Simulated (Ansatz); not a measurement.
# Equation of state of C from a dense series

```yaml
crystal:
  lattice:
    - [0.00000, 2.12700, 3.34800]
    - [1.22800, 0.00000, 3.34800]
    - [1.22800, 2.12700, 0.00000]
  atoms:
    - { symbol: C, position: [0.16667, 0.83333, 0.16667] }
    - { symbol: C, position: [0.83333, 0.16667, 0.83333] }
```

Atoms are numbered in the order listed.

The cell is COD entry 9000046, as deposited and not checked against the literature; nothing was relaxed.

Level of theory: DFT, PBEsol, all-electron LAPW, scalar-relativistic in Ansatz 0.2.0.

The runs use a Γ-centred 18×18×18 k mesh, Fermi–Dirac smearing of 0.05 eV, basis error target 0.25 meV/atom, no spin polarisation.

The cell is scaled evenly. Fractional coordinates are held (clamped ions).

```csv
V (Å³/atom),P (GPa)
8.220,21.16
8.225,20.98
8.395,13.96
8.570,7.39
8.657,4.32
8.745,1.39
8.832,-1.41
8.920,-4.09
9.095,-9.09
```

Problem. Fit a third-order Birch–Murnaghan curve to the pressures.

Solution. P = (3B0/2)(y^(7/2) − y^(5/2))[1 + (3/4)(B0′ − 4)(y − 1)] with y = (V0/V)^(2/3) fits within 0.01 GPa for V0 = 8.788 Å³/atom, B0 = 281.6 GPa and B0′ = 3.56.

Problem. Predict the pressure at the withheld volume, 9.270 Å³/atom.

Solution. There y = 0.9650, so the fit gives -13.66 GPa; the run gave -13.66 GPa.
